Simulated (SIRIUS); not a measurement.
**Pb in SIRIUS: convergence with gk cutoff**

Input of the first run (gk cutoff 1.87 1/bohr); the others differ in this setting and in those tied to it:

sirius.json

```json
{
  "control": {
    "processing_unit": "cpu",
    "std_evp_solver_name": "lapack",
    "gen_evp_solver_name": "lapack",
    "verbosity": 2,
    "print_forces": true,
    "ortho_rf": true,
    "use_second_variation": true,
    "rmt_max": 3.0,
    "num_bands_to_print": 24,
    "save_wf": true
  },
  "parameters": {
    "electronic_structure_method": "full_potential_lapwlo",
    "xc_functionals": ["XC_GGA_X_PBE_SOL", "XC_GGA_C_PBE_SOL"],
    "core_relativity": "dirac",
    "valence_relativity": "iora",
    "num_fv_states": 24,
    "smearing": "fermi_dirac",
    "smearing_width": 0.0018374661,
    "pw_cutoff": 20,
    "gk_cutoff": 1.87,
    "lmax_apw": 10,
    "lmax_rho": 8,
    "lmax_pot": 8,
    "num_mag_dims": 0,
    "auto_rmt": 0,
    "ngridk": [9, 9, 9],
    "shiftk": [0, 0, 0],
    "num_dft_iter": 80,
    "energy_tol": 1e-07,
    "density_tol": 1e-05,
    "use_symmetry": true
  },
  "settings": {"tol_ne": 1e-10},
  "iterative_solver": {"type": "exact"},
  "mixer": {"type": "anderson", "beta": 0.5, "max_history": 8},
  "unit_cell": {
    "lattice_vectors": [[0.0, 4.677109953, 4.677109953], [4.677109953, 0.0, 4.677109953], [4.677109953, 4.677109953, 0.0]],
    "atom_types": ["Pb"],
    "atom_files": {"Pb": "Pb.json"},
    "atoms": {"Pb": [[0.0, 0.0, 0.0]]}
  }
}
```

Contents of Pb.json:

```json
{
  "name": "lead",
  "symbol": "Pb",
  "number": 82,
  "mass": 207.2,
  "rmin": 1e-06,
  "rmt": 2.65,
  "nrmt": 800,
  "rinf": 17.22,
  "core": "1s2s2p3s3p3d4s4p4d",
  "valence": [
    {"basis": [{"enu": 0.03, "dme": 0, "n": 0, "auto": 0}, {"enu": 0.03, "dme": 1, "n": 0, "auto": 0}]},
    {"l": 0, "n": 1, "basis": [{"enu": 0.0227, "dme": 0, "n": 0, "auto": 0}]},
    {"l": 1, "n": 2, "basis": [{"enu": 0.13, "dme": 0, "n": 0, "auto": 0}]},
    {"l": 2, "n": 3, "basis": [{"enu": 0.13, "dme": 0, "n": 0, "auto": 0}]},
    {"l": 3, "n": 4, "basis": [{"enu": 0.13, "dme": 0, "n": 0, "auto": 0}]},
    {"l": 4, "n": 5, "basis": [{"enu": 0.13, "dme": 0, "n": 0, "auto": 0}]}
  ],
  "lo": [
    {
      "l": 0,
      "basis": [{"enu": 0.0227, "dme": 0, "n": 0, "auto": 0}, {"enu": 0.0227, "dme": 1, "n": 0, "auto": 0}]
    },
    {
      "l": 0,
      "basis": [{"enu": -5.0161, "dme": 0, "n": 5, "auto": 1}, {"enu": -5.0161, "dme": 1, "n": 5, "auto": 1}]
    },
    {
      "l": 0,
      "basis": [{"enu": -5.0161, "dme": 1, "n": 5, "auto": 1}, {"enu": 0.0227, "dme": 0, "n": 0, "auto": 0}]
    },
    {
      "l": 0,
      "basis": [{"enu": 0.0227, "dme": 0, "n": 0, "auto": 0}, {"enu": 2.301, "dme": 0, "n": 0, "auto": 0}]
    },
    {"l": 1, "basis": [{"enu": 0.13, "dme": 0, "n": 0, "auto": 0}, {"enu": 0.13, "dme": 1, "n": 0, "auto": 0}]},
    {
      "l": 1,
      "basis": [{"enu": -2.8846, "dme": 0, "n": 5, "auto": 1}, {"enu": -2.8846, "dme": 1, "n": 5, "auto": 1}]
    },
    {
      "l": 1,
      "basis": [{"enu": -2.8846, "dme": 1, "n": 5, "auto": 1}, {"enu": 0.13, "dme": 0, "n": 0, "auto": 0}]
    },
    {"l": 1, "basis": [{"enu": 0.13, "dme": 0, "n": 0, "auto": 0}, {"enu": 2.7501, "dme": 0, "n": 0, "auto": 0}]},
    {"l": 2, "basis": [{"enu": 0.13, "dme": 0, "n": 0, "auto": 0}, {"enu": 0.13, "dme": 1, "n": 0, "auto": 0}]},
    {
      "l": 2,
      "basis": [{"enu": -0.5187, "dme": 0, "n": 5, "auto": 1}, {"enu": -0.5187, "dme": 1, "n": 5, "auto": 1}]
    },
    {
      "l": 2,
      "basis": [{"enu": -0.5187, "dme": 1, "n": 5, "auto": 1}, {"enu": 0.13, "dme": 0, "n": 0, "auto": 0}]
    },
    {"l": 2, "basis": [{"enu": 0.13, "dme": 0, "n": 0, "auto": 0}, {"enu": 3.0919, "dme": 0, "n": 0, "auto": 0}]},
    {"l": 3, "basis": [{"enu": 0.13, "dme": 0, "n": 0, "auto": 0}, {"enu": 0.13, "dme": 1, "n": 0, "auto": 0}]},
    {
      "l": 3,
      "basis": [{"enu": -4.6474, "dme": 0, "n": 4, "auto": 1}, {"enu": -4.6474, "dme": 1, "n": 4, "auto": 1}]
    },
    {
      "l": 3,
      "basis": [{"enu": -4.6474, "dme": 1, "n": 4, "auto": 1}, {"enu": 0.13, "dme": 0, "n": 0, "auto": 0}]
    },
    {"l": 3, "basis": [{"enu": 0.13, "dme": 0, "n": 0, "auto": 0}, {"enu": 3.4337, "dme": 0, "n": 0, "auto": 0}]},
    {"l": 4, "basis": [{"enu": 0.13, "dme": 0, "n": 0, "auto": 0}, {"enu": 0.13, "dme": 1, "n": 0, "auto": 0}]},
    {"l": 4, "basis": [{"enu": 0.13, "dme": 0, "n": 0, "auto": 0}, {"enu": 2.8641, "dme": 0, "n": 0, "auto": 0}]}
  ],
  "free_atom": [... radial grid and density of the free atom, the start of the SCF ...]
}
```

File sirius_start.json:

```json
{
  "control": {
    "processing_unit": "cpu",
    "std_evp_solver_name": "lapack",
    "gen_evp_solver_name": "lapack",
    "verbosity": 1,
    "print_forces": false,
    "ortho_rf": true,
    "use_second_variation": true,
    "rmt_max": 3.0,
    "num_bands_to_print": 24,
    "save_wf": false
  },
  "parameters": {
    "electronic_structure_method": "full_potential_lapwlo",
    "xc_functionals": ["XC_LDA_X", "XC_LDA_C_PW"],
    "core_relativity": "dirac",
    "valence_relativity": "iora",
    "num_fv_states": 24,
    "smearing": "fermi_dirac",
    "smearing_width": 0.0055123983,
    "pw_cutoff": 20,
    "gk_cutoff": 1.49,
    "lmax_apw": 10,
    "lmax_rho": 8,
    "lmax_pot": 8,
    "num_mag_dims": 0,
    "auto_rmt": 0,
    "ngridk": [4, 4, 4],
    "shiftk": [0, 0, 0],
    "num_dft_iter": 30,
    "energy_tol": 0.01,
    "density_tol": 0.05,
    "use_symmetry": true
  },
  "settings": {"tol_ne": 1e-10},
  "iterative_solver": {"type": "exact"},
  "mixer": {"type": "anderson", "beta": 0.5, "max_history": 8},
  "unit_cell": {
    "lattice_vectors": [[0.0, 4.677109953, 4.677109953], [4.677109953, 0.0, 4.677109953], [4.677109953, 4.677109953, 0.0]],
    "atom_types": ["Pb"],
    "atom_files": {"Pb": "Pb.json"},
    "atoms": {"Pb": [[0.0, 0.0, 0.0]]}
  }
}
```

Potentials or basis: all-electron FP-LAPW, apw+lo standard.

Launch:

```bash
$ OMP_NUM_THREADS=1 sirius.scf --input=sirius_start.json --output=start.json
$ OMP_NUM_THREADS=1 sirius.scf --input=sirius.json --output=output.json --task=1
```

Hardware: 1 thread of Arm Neoverse V2, with other jobs on the host.

```tsv
gk cutoff	energy less the tightest run, at zero smearing (meV/atom)	SCF cycles	CPU time (s)	peak memory (GiB)
1.87 1/bohr	4321.00	7	34	0.31
2.21 1/bohr	1686.21	7	34	0.31
2.55 1/bohr	587.98	7	35	0.32
2.89 1/bohr	172.31	7	36	0.33
3.23 1/bohr	47.79	7	38	0.34
3.57 1/bohr	10.03	7	43	0.37
3.91 1/bohr	0.00	7	49	0.42
```

Not settled before the last step: the energy (to 1 meV/atom). The tightest run that finished is the yardstick and may itself not be fully converged.

The run has no spin-orbit coupling, so splittings on Pb are missing.
